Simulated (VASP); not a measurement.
# InP (F-43m) in VASP: a series of runs, part 2 of 2

VASP 6.6.1. Earlier steps stand in the parts before.

### Step 4. Single point, PBE

This run uses another cell than the first one: it holds 2 atoms, not 36.

The input, INCAR:

```
PREC = Accurate
ENCUT = 520
EDIFF = 1E-7
ISMEAR = 0
SIGMA = 0.028999999999999998
LREAL = False
LASPH = True
NELM = 80
ALGO = Normal
ISIF = 2
LWAVE = False
LCHARG = True
GGA = PE
LELF = True
LVHAR = True
NBANDS = 16
```

The input, KPOINTS:

```
regular mesh
0
Gamma
  8 8 8
```

The input, POSCAR:

```
InP
1.0
    0.0000000000      2.9305000000      2.9305000000
    2.9305000000      0.0000000000      2.9305000000
    2.9305000000      2.9305000000      0.0000000000
In P
1 1
Direct
    0.0000000000      0.0000000000      0.0000000000
    0.7500000000      0.7500000000      0.7500000000
```

Potentials or basis: VASP PAW PBE potentials, release 64 (In_d, P).

Run with:

```
> cat potpaw_PBE.64/In_d/POTCAR potpaw_PBE.64/P/POTCAR > POTCAR
> mpirun -np 1 vasp_std > vasp.out
```

OUTCAR:

```text
PREC = Accurate
   ENCUT = 520
   EDIFF = 1E-7
   ISMEAR = 0
   LREAL = False
   LASPH = True
   NELM = 80
   ISIF = 2
   GGA = PE

 ion  position               nearest neighbor table
   1  0.000  0.000  0.000-   2 2.54   2 2.54   2 2.54   2 2.54
   2  0.750  0.750  0.750-   1 2.54   1 2.54   1 2.54   1 2.54

  LATTYP: Found a face centered cubic cell.
 ALAT       =     5.8610000000

  Lattice vectors:

 A1 = (   0.0000000000,   2.9305000000,   2.9305000000)
 A2 = (   2.9305000000,   0.0000000000,   2.9305000000)
 A3 = (   2.9305000000,   2.9305000000,   0.0000000000)

Analysis of symmetry for initial positions (statically):
=====================================================================
 Subroutine PRICEL returns:
 Original cell was already a primitive cell.

 Routine SETGRP: Setting up the symmetry group for a
 face centered cubic supercell.

 Subroutine GETGRP returns: Found 24 space group operations
 (whereof 24 operations were pure point group operations)
 out of a pool of 48 trial point group operations.

The static configuration has the point symmetry T_d .

Analysis of symmetry for dynamics (positions and initial velocities):
=====================================================================
 Subroutine PRICEL returns:
 Original cell was already a primitive cell.

 Routine SETGRP: Setting up the symmetry group for a
 face centered cubic supercell.

 Subroutine GETGRP returns: Found 24 space group operations
 (whereof 24 operations were pure point group operations)
 out of a pool of 48 trial point group operations.

The dynamic configuration has the point symmetry T_d .

 Subroutine INISYM returns: Found 24 space group operations
 (whereof 24 operations are pure point group operations),
 and found     1 'primitive' translations

----------------------------------------------------------------------------------------

[... 111 lines left out ...]
     AMIX     =   0.40;   BMIX     =  1.00
     AMIX_MAG =   1.60;   BMIX_MAG =  1.00
  volume/ion in A,a.u.               =      25.17       169.83
  Fermi-wavevector in a.u.,A,eV,Ry     =   1.162021  2.195901 18.371846  1.350293
  Thomas-Fermi vector in A             =   2.298587
   LORBIT       =      0    0 simple, 1 ext, 2 COOP (PROOUT), +10 PAW based schemes
   GGA     = PE    functional components
   LHFCALC =     F    Hartree Fock is set to
   AEXX    =    0.0000 exact exchange contribution
   IVDW    =     0    specifies the selected vdW correction
   LEPSILON=     F    determine dielectric tensor
   LRPA    =     F    only Hartree local field effects (RPA)
 non-spin polarized calculation
 Gauss-broadening in eV      SIGMA  =   0.03
  energy-cutoff  :      520.00
  volume of cell :       50.33
 maximum number of plane-waves:      1380
   NGX = 15   NGY = 15   NGZ = 15

 number of electron      18.0000005 magnetization

 Free energy of the ion-electron system (eV)
  ---------------------------------------------------
  ext. energy  EPLUGINS =         0.00000000
  ---------------------------------------------------
  free energy    TOTEN  =        -8.38078731 eV

  energy without entropy =       -8.38078731  energy(sigma->0) =       -8.38078731

 E-fermi :   5.3684     XC(G=0):  -9.2826

 val. band max:        5.1894536876   @ k =   0.0000   0.0000   0.0000
 cond. band min:       5.9014877099   @ k =   0.0000   0.0000   0.0000
 fundamental gap:      0.7120340224
 Fermi energy:         5.3683811914

 k-point     1 :       0.0000    0.0000    0.0000
  band No.  band energies     occupation
      1      -8.9969      2.00000
      2      -8.9969      2.00000
      3      -8.9969      2.00000
      4      -8.8448      2.00000
      5      -8.8448      2.00000
      6      -6.3279      2.00000
[... 433 lines left out ...]
      3      -8.9283      2.00000
      4      -8.8502      2.00000
      5      -8.8318      2.00000
      6      -4.2860      2.00000
[... 8 lines left out ...]
     15      15.8992      0.00000
     16      16.5206      0.00000

 [... further k-points ...]

------------------------ aborting loop because EDIFF is reached ----------------------------------------

  FORCE on cell =-STRESS in cart. coord.  units (eV):
  Direction    XX          YY          ZZ          XY          YZ          ZX
  --------------------------------------------------------------------------------------
  -------------------------------------------------------------------------------------
  Total        1.0312305      1.0312305      1.0312305      0.0000000      0.0000000      0.0000000
  in kB       32.8254858     32.8254858     32.8254858      0.0000000      0.0000000      0.0000000
  external PRESSURE =      32.8254858 kB  Pullay stress =       0.0000000 kB

 VOLUME and BASIS-vectors are now :
 -----------------------------------------------------------------------------
  energy-cutoff  :      520.00
  volume of cell :       50.33
      direct lattice vectors                 reciprocal lattice vectors
     0.000000000  2.930500000  2.930500000    -0.170619348  0.170619348  0.170619348
     2.930500000  0.000000000  2.930500000     0.170619348 -0.170619348  0.170619348
     2.930500000  2.930500000  0.000000000     0.170619348  0.170619348 -0.170619348

 POSITION                                       TOTAL-FORCE (eV/Angst)
 -----------------------------------------------------------------------------------
      0.00000      0.00000      0.00000         0.000000      0.000000      0.000000
      4.39575      4.39575      4.39575        -0.000000     -0.000000     -0.000000
 -----------------------------------------------------------------------------------
    total drift:                                0.000000      0.000000      0.000000

  FREE ENERGIE OF THE ION-ELECTRON SYSTEM (eV)
  ---------------------------------------------------
  free  energy   TOTEN  =        -8.3807873142 eV

  energy  without entropy=       -8.3807873142  energy(sigma->0) =       -8.38078731
```

OSZICAR:

```text
N       E                     dE             d eps       ncg     rms          rms(c)
DAV:   1     0.112995021672E+03    0.11300E+03   -0.85472E+03   928   0.127E+03
DAV:   2    -0.142637708562E+01   -0.11442E+03   -0.10984E+03  1048   0.302E+02
DAV:   3    -0.860444285782E+01   -0.71781E+01   -0.71445E+01  1256   0.741E+01
DAV:   4    -0.879462403018E+01   -0.19018E+00   -0.19012E+00  1168   0.128E+01
DAV:   5    -0.880319384520E+01   -0.85698E-02   -0.85697E-02  1384   0.227E+00    0.571E+00
DAV:   6    -0.840912007921E+01    0.39407E+00   -0.62314E-01  1480   0.129E+01    0.342E+00
DAV:   7    -0.837955599037E+01    0.29564E-01   -0.16088E-01  1352   0.320E+00    0.126E+00
DAV:   8    -0.837994000425E+01   -0.38401E-03   -0.15664E-02  1192   0.147E+00    0.332E-01
DAV:   9    -0.838056189660E+01   -0.62189E-03   -0.13059E-03  1184   0.381E-01    0.159E-01
DAV:  10    -0.838071225159E+01   -0.15035E-03   -0.24609E-04  1352   0.210E-01    0.102E-01
DAV:  11    -0.838078729717E+01   -0.75046E-04   -0.12592E-04  1120   0.987E-02    0.462E-02
DAV:  12    -0.838078674128E+01    0.55589E-06   -0.78308E-06  1080   0.263E-02    0.113E-02
DAV:  13    -0.838078713569E+01   -0.39441E-06   -0.15438E-06  1176   0.612E-03    0.888E-03
DAV:  14    -0.838078728883E+01   -0.15314E-06   -0.19649E-07  1208   0.447E-03    0.150E-03
DAV:  15    -0.838078731423E+01   -0.25396E-07   -0.13520E-08   824   0.939E-04
   1 F= -.83807873E+01 E0= -.83807873E+01  d E =-.281188E-20
```

stdout:

```text
POSCAR found type information on POSCAR InP
 POSCAR found :  2 types and       2 ions
 scaLAPACK will be used
 LDA part: xc-table for (Slater+PW92), standard interpolation
 POSCAR, INCAR and KPOINTS ok, starting setup
 FFT: planning ... GRIDC
 FFT: planning ... GRID_SOFT
 FFT: planning ... GRID
 WAVECAR not read
 entering main loop
```

Wall time 10 s (1 thread of Intel Xeon 6975P-C (Granite Rapids), shared host); peak memory 0.17 GiB.

Results:

```yaml
Free_energy: -8.3808 eV
Pressure: 3.3 GPa
Band_gap_on_the_k_mesh: 0.71 eV, direct
```

Caveat: spin-orbit coupling is left out, which moves the levels of the heavy elements.

### Step 5. Against experiment

Step 4. A measured gap of InP is 1.4236 eV (direct; 1.6 K; a printed reference work, data compilation); the calculated 0.71 eV misses it by -0.71 eV. Spin-orbit coupling on In is left out. The value is that of PBE, without temperature or zero-point motion. Semilocal functionals fall short of measured gaps as a rule.
